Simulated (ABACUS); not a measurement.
Wanted: an ASE script for an ABACUS 3.10.1 run.

| Quantity | Value |
| --- | --- |
| Task | single point |
| Functional | PBE |
| Potentials or basis | PseudoDojo NC SR 0.4.1 PBE standard |
| Cutoff | 1143 eV |
| Density cutoff | 4572 eV |
| Basis | plane waves |
| k mesh | 10 × 10 × 10 |
| Occupations | fermi-dirac, width 0.05 eV |
| Spin | no spin polarisation |
| Radial cutoff of the potentials (pseudo_rcut) | 7 bohr |
| SCF threshold on the density | 1e-08 |
| Max SCF steps | 100 |
| Eigensolver | dav |
| Mixing | broyden |
| Mixing share | 0.7 |
| Symmetry key | 1 |
| Bands | 14 |

The structure of Zn lies in Zn.cif:

```cif
data_Zn
_cell_length_a 2.61189609
_cell_length_b 2.77861287
_cell_length_c 3.92955200
_cell_angle_alpha 90.00000000
_cell_angle_beta 90.00000000
_cell_angle_gamma 90.00000000
_space_group_name_H-M_alt 'Immm'
_space_group_name_Hall '-I 2 2'
_space_group_IT_number 71
loop_
_space_group_symop_operation_xyz
'x,y,z'
'-x,-y,-z'
'-x,-y,z'
'x,y,-z'
'x,-y,-z'
'-x,y,z'
'-x,y,-z'
'x,-y,z'
'x+1/2,y+1/2,z+1/2'
'-x+1/2,-y+1/2,-z+1/2'
'-x+1/2,-y+1/2,z+1/2'
'x+1/2,y+1/2,-z+1/2'
'x+1/2,-y+1/2,-z+1/2'
'-x+1/2,y+1/2,z+1/2'
'-x+1/2,y+1/2,-z+1/2'
'x+1/2,-y+1/2,z+1/2'
loop_
_atom_site_label
_atom_site_type_symbol
_atom_site_symmetry_multiplicity
_atom_site_Wyckoff_symbol
_atom_site_fract_x
_atom_site_fract_y
_atom_site_fract_z
_atom_site_occupancy
Zn1 Zn 2 a 0.0000000000 0.0000000000 0.0000000000 1
```

This isn't the form of Zn at room conditions, which is hcp.

The cell isn't the ideal one: cell strained by -0.06 along c.

One way to write it, as run:

run_abacus.py

```python
"""ABACUS run from a structure file: ASE reads it, the script writes STRU, KPT and INPUT."""
import re
import subprocess
import spglib
from ase import Atoms
from ase.io import read
from ase.units import Bohr

atoms = read("Zn.cif")
cell, frac, numbers = spglib.standardize_cell((atoms.cell[:], atoms.get_scaled_positions(), atoms.numbers), to_primitive=True, symprec=1e-4)
atoms = Atoms(numbers=numbers, cell=cell, scaled_positions=frac, pbc=True)  # the primitive cell
atoms = atoms[(-atoms.numbers).argsort(kind="stable")]  # ABACUS lists atoms element by element
pseudo = {'Zn': 'Zn.upf'}
orbital = {}
magmoms = None
kmesh = [10, 10, 10]
params = {
    'suffix': 'Zn',
    'calculation': 'scf',
    'basis_type': 'pw',
    'pseudo_dir': './',
    'symmetry': 1,
    'dft_functional': 'pbe',
    'ecutwfc': 84,
    'pseudo_rcut': 7,
    'nspin': 1,
    'nbands': 14,
    'ks_solver': 'dav',
    'smearing_method': 'fd',
    'smearing_sigma': 0.00367493,
    'scf_thr': 1e-08,
    'scf_nmax': 100,
    'mixing_type': 'broyden',
    'mixing_beta': 0.7,
    'cal_force': 1,
    'cal_stress': 1,
    'out_chg': 1,
    'out_pot': 2,
    'out_elf': 1,
}

symbols = atoms.get_chemical_symbols()
elements = list(dict.fromkeys(symbols))
lines = ["ATOMIC_SPECIES"] + [f"{e} {atoms.get_masses()[symbols.index(e)]:.4f} {pseudo[e]}" for e in elements]
if orbital:
    lines += ["", "NUMERICAL_ORBITAL"] + [orbital[e] for e in elements]
lines += ["", "LATTICE_CONSTANT", f"{1 / Bohr:.10f}", "", "LATTICE_VECTORS"]
lines += [" ".join(f"{x:.10f}" for x in v) for v in atoms.cell]
lines += ["", "ATOMIC_POSITIONS", "Direct"]
for e in elements:
    lines += ["", e, "0.0", str(symbols.count(e))]
    for i, p in enumerate(atoms.get_scaled_positions(wrap=False)):
        if symbols[i] == e:
            mag = "" if magmoms is None else " mag " + " ".join(str(x) for x in (magmoms[i] if isinstance(magmoms[i], list) else [magmoms[i]]))
            lines.append(" ".join(f"{x:.10f}" for x in p) + " 1 1 1" + mag)
open("STRU", "w").write("\n".join(lines) + "\n")
open("KPT", "w").write("K_POINTS\n0\nGamma\n%d %d %d 0 0 0\n" % tuple(kmesh))
open("INPUT", "w").write("INPUT_PARAMETERS\n" + "".join(f"{k:<20s}{v}\n" for k, v in params.items()))

done = subprocess.run(['mpirun', '-np', '4', 'abacus'])
if done.returncode:
    raise SystemExit(done.returncode)
log = open("OUT.Zn/running_scf.log").read()
print("final energy (eV):", re.findall(r"FINAL_ETOT_IS (\S+)", log))
```

Potentials or basis: PseudoDojo NC SR 0.4.1 PBE standard, plane waves.

The run is started by

```sh
$ OMP_NUM_THREADS=1 python run_abacus.py > log
```

Results of the run:

```
Pressure               : 5.4 GPa
Band gap on the k mesh : none (metal or under the smearing width)
```

Wall time 11 s on 4 MPI ranks on Intel(R) Xeon(R) Platinum 8488C (Sapphire Rapids), on a shared host, peak memory 0.32 GiB a rank.
